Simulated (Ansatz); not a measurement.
Crystal: MoS2.

```
Mo S
1.0
     1.58000    0.91221    6.15000
    -1.58000    0.91221    6.15000
     0.00000   -1.82443    6.15000
Mo S
1 2
Direct
  0.00000 0.00000 0.00000
  0.41700 0.41700 0.41700
  0.25000 0.25000 0.25000
```

Measurements of this composition are mostly on another form, of space group No. 194.

Program: Ansatz 0.2.0. Alike in all runs: task band structure; no spin polarisation; cell as given; k mesh 10 × 10 × 10; cutoff (eV) 246; smearing fermi-dirac 0.05 eV; basis error allowed 0.002 eV/atom.

**Question.** Order these runs on this cell by their pressure, lowest first.
A. level PBEsol; potentials or basis all-electron LAPW, inner shells corrected to Dirac's equation
B. level PBE; potentials or basis all-electron LAPW, scalar-relativistic
C. level LDA; potentials or basis all-electron LAPW, scalar-relativistic

**Answer.** C (-2.4 GPa), A (0.4 GPa), B (5.4 GPa).

Not every run made on this cell is shown here.
